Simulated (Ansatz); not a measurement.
# VO2: the cost of one run

Computed with Ansatz 0.2.0 (DFT r²SCAN without U, plane waves, PAW, unless a step's input says otherwise).

## 1. Starting point

The structure is tetragonal, space group P4_2/mnm (No. 136). Conventional cell: a = 4.555 Å, b = 4.555 Å, c = 2.853 Å, α = 90.00°, β = 90.00°, γ = 90.00°. V (site symmetry mmm) is surrounded by 6 O at 1.92 to 1.93 Å. O (site symmetry m2m) has 3 V at 1.92 to 1.93 Å in its first shell of neighbours.

As a file:

```cif
data_structure
_symmetry_space_group_name_H-M 'P4_2/mnm'
_symmetry_Int_Tables_number 136
_cell_length_a 4.5546
_cell_length_b 4.5546
_cell_length_c 2.8528
_cell_angle_alpha 90.000
_cell_angle_beta 90.000
_cell_angle_gamma 90.000
_cell_volume 59.18
loop_
_atom_site_label
_atom_site_type_symbol
_atom_site_symmetry_multiplicity
_atom_site_Wyckoff_symbol
_atom_site_fract_x
_atom_site_fract_y
_atom_site_fract_z
_atom_site_occupancy
V1 V 2 a 0.00000 0.00000 0.00000 1
O1 O 4 f 0.30010 0.30010 0.00000 1
```

Magnetic order typed: opposed in the cell.

An earlier series on this cell reached its lowest free state from «random orbitals: drawn by pairs, first filling», perhaps among other starts.

## 2. Random orbitals: single harmonics, second filling

input.yaml

```yaml
crystal:
  lattice:
    - [4.55460075, 0.0, 0.0]
    - [0.0, 4.55460075, 0.0]
    - [0.0, 0.0, 2.85280047]
  atoms:
    - { symbol: V, position: [0.0, 0.0, 0.0], spin: 1.0 }
    - { symbol: V, position: [0.5, 0.5, 0.5], spin: -1.0 }
    - { symbol: O, position: [0.3001, 0.3001, 0.0] }
    - { symbol: O, position: [0.1999, 0.8001, 0.5] }
    - { symbol: O, position: [0.6999, 0.6999, 0.0] }
    - { symbol: O, position: [0.8001, 0.1999, 0.5] }
basis:
  ecutwfc: 500
  ecutrho_ratio: 4
kpoints:
  mp_grid: { grid: [4, 4, 7] }
hamiltonian:
  xc: r2scan
  hubbard:
    sites:
      - { site: 0, l: d, u_eff: 0.0, starting_ns: [{ spin: up, occupation_matrix: s0up }, { spin: down, occupation_matrix: s0down }] }
      - { site: 1, l: d, u_eff: 0.0, starting_ns: [{ spin: up, occupation_matrix: s1up }, { spin: down, occupation_matrix: s1down }] }
    occupation_matrices:
      s0up:
        matrix:
          - [0.02, 0.0, 0.0, 0.0, 0.0]
          - [0.0, 0.02, 0.0, 0.0, 0.0]
          - [0.0, 0.0, 0.97, 0.0, 0.0]
          - [0.0, 0.0, 0.0, 0.02, 0.0]
          - [0.0, 0.0, 0.0, 0.0, 0.02]
      s0down:
        matrix:
          - [0.02, 0.0, 0.0, 0.0, 0.0]
          - [0.0, 0.02, 0.0, 0.0, 0.0]
          - [0.0, 0.0, 0.02, 0.0, 0.0]
          - [0.0, 0.0, 0.0, 0.02, 0.0]
          - [0.0, 0.0, 0.0, 0.0, 0.02]
      s1up:
        matrix:
          - [0.02, 0.0, 0.0, 0.0, 0.0]
          - [0.0, 0.02, 0.0, 0.0, 0.0]
          - [0.0, 0.0, 0.02, 0.0, 0.0]
          - [0.0, 0.0, 0.0, 0.02, 0.0]
          - [0.0, 0.0, 0.0, 0.0, 0.02]
      s1down:
        matrix:
          - [0.02, 0.0, 0.0, 0.0, 0.0]
          - [0.0, 0.02, 0.0, 0.0, 0.0]
          - [0.0, 0.0, 0.97, 0.0, 0.0]
          - [0.0, 0.0, 0.0, 0.02, 0.0]
          - [0.0, 0.0, 0.0, 0.0, 0.02]
    ns_hold: { iters: 12 }
scf:
  occupations: { method: gaussian, width: 0.05 }
  lower_state_search: "off"
  max_iter: 150
output:
  forces: true
  stress: true
  eigenvalues: true
  populations: true
  hubbard: { sites: [{ site: 0, l: d }, { site: 1, l: d }] }
magnetization:
  spin_polarized: true
```

The typed matrices put 0.97 on the chosen orbitals and 0.02 on the others, and are held for 12 cycles.

Launch:

```sh
$ ansatz run input.yaml --threads 8 --pin off --max-ram 12288MiB --backend cpu --events-out ev --progress --plain --runs-dir out
```

**Question.** How long does this run take on 8 threads of Arm Neoverse V2, shared host, and how much memory does it need?

About 13 s, with a peak of 0.76 GiB.
